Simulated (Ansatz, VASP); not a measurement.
## Ba in VASP and in Ansatz

```
Ba
1.0
    -2.37894    2.37894    2.37894
     2.37894   -2.37894    2.37894
     2.37894    2.37894   -2.37894
Ba
1
Direct
  0.00000 0.00000 0.00000
```

Alike in both runs: task single point; functional LDA; k mesh 9 × 9 × 9; occupations fermi-dirac, width 0.3 eV; no spin polarisation.

|  | VASP | Ansatz |
| --- | --- | --- |
| version | VASP 6.6.1 | Ansatz 0.2.0 |
| potentials or method | VASP PAW LDA potentials, release 64 (Ba_sv) | plane waves (420 eV) with PAW, scalar-relativistic |
| plane-wave cutoff (eV) | 520 | 420 |
| valence electrons in the cell | 10 | 10 |

Ansatz gave:

| Item | Value |
| --- | --- |
| pressure (GPa) | 0.3 |

What did VASP give for the same quantities?

Pressure (GPa): 0.4.

Ansatz warned: «pseudo_functional_mismatch».

The runs have no spin-orbit coupling, so splittings on Ba are missing.
